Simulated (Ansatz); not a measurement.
SnS at a changed volume — ¹¹⁹Sn Mössbauer parameters

Cell: a structure deposited in the COD, relaxed with PBE at fixed cell and then changed (volume scaled by 0.94, ions relaxed).

Space group Pnma (No. 62); a = 11.0889, b = 3.9673, c = 4.1554 Å.

```
site  Wyckoff  site symmetry       x       y       z
  Sn       4c            .m.  0.1181  0.2500  0.0959
   S       4c            .m.  0.8537  0.2500  0.4744
```

One atom of each set is listed.

Method: Kohn–Sham DFT in Ansatz, PBE, plane waves and PAW, scalar-relativistic, 420 eV cutoff, Γ-centred 4×11×10 k-points, Fermi–Dirac smearing 0.02 eV.

Isomer shifts (against SnO₂) follow from the electron density at the nucleus, δ = α(ρ − ρ₀), with α = 0.099 mm s⁻¹ a₀³ and ρ₀ = 183191.44 a₀⁻³ from a line fitted to 8 measured compounds at this level of theory (rms miss 0.12 mm/s). ΔE_Q = ½eQV_zz(1 + η²/3)^½ with Q = -0.132 b for the 23.9 keV state.

**Question.** Give the isomer shift and quadrupole splitting of each Sn site.

**Answer.** 

```tsv
site	atoms	first shell	ρ − ρ₀ (a₀⁻³)	δ (mm/s)	ΔE_Q (mm/s)	η
Sn	4	3 S at 2.63–2.69 Å; also 3 S at 3.11–3.33 Å	33.6	3.32	0.91	0.32
```

The shift of Sn is typical of Sn(II), and the large splitting points to a stereochemically active lone pair.

Without spin–orbit coupling (the program notes it for Sn) the gradients can shift somewhat, as the gap is small. With a gap of 0.4 eV on this mesh, the gradients can still move by some per cent as the k-mesh gets denser. Shifts outside the range of the fitted compounds (-0.5 to 3.2 mm/s for Sn) are extrapolations.
